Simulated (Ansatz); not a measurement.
In PbTe (rock salt type) the Pb atom of the primitive cell, with all its periodic images, is moved by 0.02 Å along x.

```yaml
crystal:
  lattice:
    - [0.00000, 3.28500, 3.28500]
    - [3.28500, 0.00000, 3.28500]
    - [3.28500, 3.28500, 0.00000]
  atoms:
    - { symbol: Pb, position: [0.99696, 0.00304, 0.00304] }
    - { symbol: Te, position: [0.50000, 0.50000, 0.50000] }
```
Lattice in Å, positions in fractions of it.

Level of theory: PBE, plane waves, all-electron PAW datasets generated for the crystal, point nucleus in Ansatz 0.2.0 development build.

Cutoff 240 eV; k-mesh 8×8×8 Γ-centred; Fermi–Dirac smearing of 0.1 eV; no spin polarisation; no spin–orbit coupling.

Q: What force results, and what does it mean for the zone-centre vibration?

A: The force on it along the displacement is -0.0026 eV/Å, a force constant of 0.13 eV/Å². The energy is nearly flat along this displacement on this mesh.

```tsv
atom	Fx (eV/Å)	Fy (eV/Å)	Fz (eV/Å)
Pb1	-0.0026	0.0000	0.0000
Te2	0.0026	0.0000	0.0000
```

Spin–orbit coupling is left out, which matters for 6p elements such as Tl, Pb and Bi.
